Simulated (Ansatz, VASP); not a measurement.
# BaHfO3 (BaHfO3 (Pm-3m)) in two plane-wave programs

Aim: how closely do two programs agree when they are given the same cell, functional and k mesh? The cell is generated by rule, not measured, and may not be a known phase. The cell is taken from a series of runs on this material, whose earlier steps may have relaxed, scaled, displaced or heated it; both programs get it as it stands.

Method: plane waves, with VASP 6.6.1 beside it; relaxation of cell and atoms at PBEsol, in Ansatz 0.2.0.

**1. Set-up**

It takes space group Pm-3m (No. 221, cubic). Conventional cell: a = 4.158 Å, b = 4.158 Å, c = 4.158 Å, α = 90.00°, β = 90.00°, γ = 90.00°. Nearest to Ba lie 12 O at 2.94 Å. Hf has 6 O at 2.08 Å nearest. Nearest to O lie 2 Hf at 2.08 Å and 4 Ba at 2.94 Å. Farther neighbours and most contacts between anions are not listed.

**2. Ansatz: relaxation of cell and atoms, PBEsol**

Ansatz runs on its default PAW (the set named soft_2) files.

The relaxed volume is the usual yardstick between codes: in a stiff, nearly cubic crystal its relative difference is about their pressure difference at one cell divided by the bulk modulus.

Contents of input.yaml:

```yaml
crystal:
  lattice:
    - [4.1575937, 0.0, 0.0]
    - [0.0, 4.1575937, 0.0]
    - [0.0, 0.0, 4.1575937]
  atoms:
    - { symbol: Ba, position: [0.0, 0.0, 0.0] }
    - { symbol: Hf, position: [0.5, 0.5, 0.5] }
    - { symbol: O, position: [0.5, 0.5, 0.0] }
    - { symbol: O, position: [0.0, 0.5, 0.5] }
    - { symbol: O, position: [0.5, 0.0, 0.5] }
basis:
  ecutwfc: 420
  xc_grid: 2
hamiltonian:
  xc: pbesol
kpoints:
  mp_grid: { grid: [7, 7, 7] }
scf:
  occupations: { method: fixed }
  max_iter: 100
relax:
  f_tol: 0.005
  max_steps: 60
  cell: {}
output:
  forces: true
  stress: true
checkpoint:
  write: "../cell.run"
  compress: false
  write_wavefunctions: false
  write_every: 100000
```

Launch:

```sh
$ ansatz run input.yaml --threads 4 --pin off --max-ram 6594MiB --backend cpu --events-out ev --progress --plain --runs-dir out
```

Numbers of over 12 decimals in the logs are rounded to 6 here.

Output:

```text
Engine: ansatz 0.2.0, aarch64-unknown-linux-gnu
Pseudopotentials: kind: paw
Pseudopotential: Ba, paw, valence charge 10, recommended cutoff 420 eV (normal), Ba.paw.azcp
Pseudopotential: Hf, paw, valence charge 26, recommended cutoff 420 eV (normal), Hf.paw.azcp
Pseudopotential: O, paw, valence charge 6, recommended cutoff 420 eV (normal), O.paw.azcp
Functional definition: PBEsol
  exchange = pbesol_x
  correlation = pbesol_c
Crystal: 5 atoms, lattice volume = 71.866 Å³
Basis set: ecut = 420 eV, 1365 PW (Γ), exchange–correlation on 60×60×60 points (8 copies of the dense FFT grid, shifted against one another)
Bands: 33, of which v1, the nominal top of the filled ones, is band 27 counted from 1 (26 counted from 0)
Symmetry: 48 space group operations
Space group: Pm-3m (ITA 221), of the structure as read, at distance tolerance 4.2e-5 Å
k-points: 20 of 343
Non-local potential: Ba, projectors of the file, l = 0: 3, l = 1: 2, l = 2: 2, l = 3: 2
Non-local potential: Hf, projectors of the file, l = 0: 3, l = 1: 2, l = 2: 2, l = 3: 3
Non-local potential: O, projectors of the file, l = 0: 2, l = 1: 2, l = 2: 1
PAW form: soft (Blöchl's): semilocal exchange-correlation on the pseudo side does not see the compensation charge
PAW frozen core: Ba, regenerated for the run's functional, and the local potential with it (the file was generated under x = pbe(κ = 0.804, μ = 0.219515), c = pbe(β = 0.066725))
PAW frozen core: Hf, regenerated for the run's functional, and the local potential with it (the file was generated under x = pbe(κ = 0.804, μ = 0.219515), c = pbe(β = 0.066725))
PAW frozen core: O, regenerated for the run's functional, and the local potential with it (the file was generated under x = pbe(κ = 0.804, μ = 0.219515), c = pbe(β = 0.066725))
PAW one-centre angular grid: Ba, 194 points (default); XC on 64 Gauss nodes
PAW one-centre angular grid: Hf, 590 points (default); XC on 64 Gauss nodes
PAW one-centre angular grid: O, 110 points (default); XC on 64 Gauss nodes
Initial density: superposition of atomic densities (neutral atoms: chi_scale 0, normalization atom), corrected by the library's trained network
Initial wavefunctions: pseudopotential atomic-orbital guess
Functional: x = pbesol(κ = 0.804, μ = 0.123457), c = pbesol(β = 0.046)
SCF iter   1: F=—  HF=-23152.660320 eV  |F-HF|=—  |Δ(HF+E_count)|=         —  Δρ=1.65e-2  dr2=1.68e-1  ethr=1.77e-3  ⟨swp⟩=4.4  Hψ=2334  notcnv=0  defer=51
preconditioner: auto → Resta (q_TF=auto, 2.601 Å⁻¹)  ε∞=4.5  [insulator: Δε(μ)=3.383 eV  Ē_g=16.935 eV  n_scr=18 (ndim 8)  ℏωp=31.6 eV  f_vac=0.007  ε∞_Penn≈4.5]
SCF iter   2: F=—  HF=-23152.618737 eV  |F-HF|=—  |Δ(HF+E_count)|=   4.16e-2  Δρ=3.55e-3  dr2=4.32e-3  ethr=3.11e-4  ⟨swp⟩=2.2  Hψ=1314  notcnv=0  defer=73
SCF iter   3: F=—  HF=-23152.617767 eV  |F-HF|=—  |Δ(HF+E_count)|=   9.70e-4  Δρ=1.18e-3  dr2=6.26e-4  ethr=8.00e-6  ⟨swp⟩=2.4  Hψ=1232  notcnv=0  defer=75
SCF iter   4: F=—  HF=-23152.617867 eV  |F-HF|=—  |Δ(HF+E_count)|=   1.00e-4  Δρ=4.71e-4  dr2=1.17e-4  ethr=1.16e-6  ⟨swp⟩=2.5  Hψ=1154  notcnv=0  defer=59
SCF iter   5: F=—  HF=-23152.617829 eV  |F-HF|=—  |Δ(HF+E_count)|=   3.80e-5  Δρ=8.90e-5  dr2=4.32e-6  ethr=2.16e-7  ⟨swp⟩=2.2  Hψ=1110  notcnv=0  defer=33
SCF iter   6: F=—  HF=-23152.617859 eV  |F-HF|=—  |Δ(HF+E_count)|=   3.00e-5  Δρ=2.93e-5  dr2=5.46e-7  ethr=8.01e-9  ⟨swp⟩=2.0  Hψ=1168  notcnv=0  defer=26
SCF iter   7: F=-23152.617859 eV  HF=-23152.617859 eV  |F-HF|=2.42e-9  |Δ(HF+E_count)|=   2.09e-8  Δρ=4.95e-6  dr2=1.85e-8  ethr=1.85e-10  ⟨swp⟩=5.3  Hψ=2851  notcnv=0
SCF 1 converged in 7 iterations: F = -23152.617859 eV  dr2 = 1.85e-8
  greatest PAW one-centre occupation: 0.999 electrons in one spin orbital (limit 2), on the Hf atom at site 1 (counted from 0), in its partial waves of l = 0
relax step   1: F+E_penalty+E_count = -23152.61785904 eV  Δ(F+E_penalty+E_count) = +0.000e0 eV  max|allowed force component| = 7.105e-29 eV/Å  Δτ_max = 0.0000 Å  P = -0.011 GPa  Ω = 71.866 Å³  (7 SCF iters, dr2 threshold 1.00e-7 eV, accepted)
Initial density: handed on by an earlier stage of this run
Initial wavefunctions: pseudopotential atomic-orbital guess (no wavefunctions were taken with the density)
iter 1 solved again at ethr=3.79e-7 eV; its pass at ethr=3.10e-3 eV (dr2=2.05e-4 eV) is discarded
SCF iter   1: F=—  HF=-23152.617831 eV  |F-HF|=—  |Δ(HF+E_count)|=         —  Δρ=7.88e-6  dr2=2.18e-8  ethr=3.79e-7  ⟨swp⟩=3.0  Hψ=4055  notcnv=0  defer=76
eigensolver tolerance schedule: the retry pair's looser diagonalisation over-reported the residual by 9398.46 of it (diagonalisation noise at an unbounded share of the residual, at the tolerance the schedule requests for it); recorded, not acted on — ethr = c·dr2/N_el stays at c = 1.0e-1
preconditioner: auto → Resta (q_TF=auto, 2.601 Å⁻¹)  ε∞=4.5  [insulator: Δε(μ)=3.638 eV  Ē_g=16.985 eV  n_scr=18 (ndim 8)  ℏωp=31.6 eV  f_vac=0.005  ε∞_Penn≈4.5]
SCF iter   2: F=—  HF=-23152.617859 eV  |F-HF|=—  |Δ(HF+E_count)|=   2.80e-5  Δρ=4.31e-6  dr2=9.66e-9  ethr=4.03e-11  ⟨swp⟩=4.0  Hψ=1769  notcnv=0  defer=56
SCF iter   3: F=—  HF=-23152.617859 eV  |F-HF|=—  |Δ(HF+E_count)|=   3.87e-9  Δρ=2.40e-6  dr2=4.17e-9  ethr=1.79e-11  ⟨swp⟩=2.2  Hψ=1107  notcnv=0  defer=56
SCF iter   4: F=—  HF=-23152.617859 eV  |F-HF|=—  |Δ(HF+E_count)|=   2.45e-9  Δρ=1.27e-6  dr2=1.12e-9  ethr=7.72e-12  ⟨swp⟩=2.0  Hψ=1054  notcnv=0  defer=56
SCF iter   5: F=—  HF=-23152.617859 eV  |F-HF|=—  |Δ(HF+E_count)|=  4.51e-10  Δρ=4.43e-7  dr2=5.24e-11  ethr=2.07e-12  ⟨swp⟩=2.0  Hψ=1174  notcnv=0  defer=56
SCF iter   6: F=-23152.617859 eV  HF=-23152.617859 eV  |F-HF|=1.82e-11  |Δ(HF+E_count)|=  4.73e-11  Δρ=2.50e-7  dr2=2.91e-11  ethr=1.00e-12  ⟨swp⟩=5.4  Hψ=2619  notcnv=0
SCF 2 converged in 6 iterations: F = -23152.617859 eV  dr2 = 2.91e-11
relax step   2: F+E_penalty+E_count = -23152.61785904 eV  Δ(F+E_penalty+E_count) = -8.411e-9 eV  max|allowed force component| = 6.316e-29 eV/Å  Δτ_max = 0.0000 Å  P = -0.011 GPa  Ω = 71.866 Å³  stress off target by 1.11e-2 GPa  SCF on the basis re-selected at this cell (its energy is not comparable with the rows above)  (6 SCF iters)
basis re-selected at this cell: Δ(F+E_penalty+E_count) = -8.411e-9 eV, ΔP = +0.000 GPa vs the last step (what re-selecting the basis moved, of the pressure what is left beyond the Pulay correction that the steps carried, after the strain that the cell walked since its last selection, with what the two solves' SCF thresholds leave and, on support functions, any second-order correction that the steps lacked; it is no m [...]
SCF converged after 6 iterations
Free energy (F): -23152.617859 eV
Harris-Foulkes:  -23152.617859 eV  (|F-HF|=1.82e-11)
Internal energy: -23152.617859 eV  (E = F + TS)
E sigma→0 (E₀):  -23152.617859 eV
Fermi energy:    11.528567 eV
--- Per-component energies (eV) ---
  E_band       = -38.604452
  E_kinetic    = 1117.137081
  E_local      = -7977.200285  (includes V_loc(G=0)·N_el)
  E_nonlocal   = -1033.691721
  E_hartree    = 3632.486360
  E_xc         = -685.644639
  E_vxc        = -685.391097  (∫ρ·V_xc dr)
  E_paw        = -12405.060096  (= ΣΔE_a)
  E_vpaw       = 1275.561436  (= ΣTr[D̂ρ^β])
  E_aug_tail   = 0.007480  (compensation charges beyond the density's cutoff)
  E_ewald      = -5802.160428
  E_core_change = 1.508388  (= ΣΔE_core)
  E_smearing   = -0.000000  (= −TS)
  E_closure    = -0.000000  (closes the sum)
  Σ components = -23152.617859   (vs F -23152.617859, Δ=0.00e0)
--- Forces (eV/Å), atoms counted from 1 ---
  atom   1  Ba    -0.00000000     0.00000000     0.00000000
  atom   2  Hf     0.00000000    -0.00000000     0.00000000
  atom   3  O     -0.00000000    -0.00000000    -0.00000000
  atom   4  O      0.00000000     0.00000000     0.00000000
  atom   5  O      0.00000000    -0.00000000     0.00000000
  max |Σ_I F_I| component: 8.39e-29 eV/Å
--- Stress (GPa, compression-positive) ---
       -0.011139      -0.000000       0.000000
        0.000000      -0.011139       0.000000
        0.000000       0.000000      -0.011139
  P = ⅓ Tr σ = -0.0111 GPa (-0.111 kbar)
--- Relaxed structure (1 steps of the walk, 1 accepted, 1 SCFs on fresh bases) ---
  F+E_penalty+E_count = -23152.61785904 eV   max|allowed force component| = 6.316e-29 eV/Å   (the final SCF, on the basis selected at the relaxed cell)
  cell:  # Å, volume = 71.8664 Å³
    - [4.1575937, 0.0, 0.0]
    - [0.0, 4.1575937, 0.0]
    - [0.0, 0.0, 4.1575937]
  atoms:
    - { symbol: Ba, position: [0.0, 0.0, 0.0] }
    - { symbol: Hf, position: [0.5, 0.5, 0.5] }
    - { symbol: O, position: [0.5, 0.5, 0.0] }
    - { symbol: O, position: [0.0, 0.5, 0.5] }
    - { symbol: O, position: [0.5, 0.0, 0.5] }
```

The column dr2 measures how far the density is from self-consistency, as an energy; F and HF (Harris–Foulkes) agree once it is small.

(Part 1 of 2 ends here.)

[Lines on the potential files, build, host, timing and source positions are cut from VASP's logs without a mark.]

[Logs are printed without paths, hosts, clocks, repeated set-up lines and the standing remarks that a program may print on its own settings, such as how far it seeks lower states.]

[Hosts, paths, dates, database ids (printed as entryN), source tags and the programs' standing remarks are cut or masked in the printed files.]
